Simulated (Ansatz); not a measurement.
# MgO: the cost of one run

The runs shown are made with Ansatz 0.2.0. PAW datasets, plane waves. (Calculated; spin-unpolarised; the phase may be known or hypothetical.)

## 1. The structure to begin with

The unstrained cell was relaxed with r2SCAN; in each strained cell the atoms were relaxed again with r2SCAN. Names of k-points are those of the unstrained zone, where strain can split equivalent points. First state: -2.0 % strain along x alone.

The symmetry is Cmc2_1 (No. 36, orthorhombic); conventional cell a = 3.222 Å, b = 5.695 Å, c = 5.034 Å, 11.55 Å³ an atom. Around Mg lie 4 O at 1.96–1.97 Å; around O lie 4 Mg at 1.96–1.97 Å.

The structure in full:

```xyz
4
Lattice="3.2225 0.0000 0.0000 -1.6112 2.8477 0.0000 0.0000 0.0000 5.0344" Properties=species:S:1:pos:R:3 pbc="T T T"
Mg    0.0000    1.9059   -0.0435
Mg    1.6112    0.9418    2.4737
O     0.0000    1.9079    1.9314
O     1.6112    0.9398    4.4486
```

From earlier runs on the unstrained cell: PBE 3.56 eV, r2SCAN 4.22 eV, HSE06 5.16 eV; a = 3.288 Å, c = 5.034 Å.

## 2. -2.0 % strain along x alone: PBE

input.yaml

```yaml
crystal:
  lattice:
    - [3.2224529085, 0.0, 0.0]
    - [-1.6112264543, 2.8476796748, 0.0]
    - [0.0, 0.0, 5.0343661375]
  atoms:
    - { symbol: Mg, position: [0.3346460217, 0.6692920434, -0.0086420042] }
    - { symbol: Mg, position: [0.6653539783, 0.3307079566, 0.4913579958] }
    - { symbol: O, position: [0.3349960298, 0.6699920597, 0.3836420042] }
    - { symbol: O, position: [0.6650039702, 0.3300079403, 0.8836420042] }
kpoints:
  mp_grid: { grid: [12, 12, 6] }
  band_path:
    path:
      - [0.0, 0.0, 0.0]
      - [0.5, 0.0, 0.0]
      - [0.3333333333, 0.3333333333, 0.0]
      - [0.0, 0.0, 0.5]
      - [0.5, 0.0, 0.5]
      - [0.3333333333, 0.3333333333, 0.5]
    npoints: 1
hamiltonian:
  xc: pbe
scf:
  occupations: { method: fermi_dirac, width: 0.02 }
  n_extra_bands: 5
output:
  forces: true
  stress: true
  eigenvalues: true
  write_density: true
  write_potential: true
  elf: true
  volumetric_format: npy
```

Command:

```
$ ansatz run input.yaml --threads 4 --pin off --max-ram 4608MiB --backend cpu --events-out ev --progress --plain --runs-dir out
```

What time and memory should one allow on 4 threads of Arm Neoverse V1, shared host?

About 4.8 s, with a peak of 0.46 GiB.
